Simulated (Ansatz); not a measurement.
Input of an Ansatz 0.2.0 run:

The input input.yaml:

```yaml
crystal:
  lattice:
    - [1.8807968987, 1.0858785957, 3.5140619945]
    - [-1.8807968987, 1.0858785957, 3.5140619945]
    - [0.0, -2.1717571915, 3.5140619945]
  atoms:
    - { symbol: As, position: [0.226, 0.226, 0.226] }
    - { symbol: As, position: [0.774, 0.774, 0.774] }
hamiltonian:
  xc: pbe
  pseudopotentials: { kind: paw }
kpoints:
  mp_grid: { grid: [9, 9, 9] }
scf:
  occupations: { method: gaussian, width: 0.018 }
output:
  forces: true
  stress: true
  eigenvalues: true
  write_density: true
  write_potential: true
  elf: true
  volumetric_format: npy
```

Potentials or basis: Ansatz PAW.

The run is started by

```bash
$ ansatz run input.yaml --threads 2 --pin off --max-ram 5632MiB --backend cpu --events-out ev --progress --plain --runs-dir out
```

**Question.** What does it give for the pressure?

**Answer.** 3.7 GPa.

**Question.** Predict the largest force.

**Answer.** 0.431 eV/Å.

Stress tensor (GPa, compression positive):
```
3.89 0.00 0.00
0.00 3.89 0.00
0.00 0.00 3.43
```
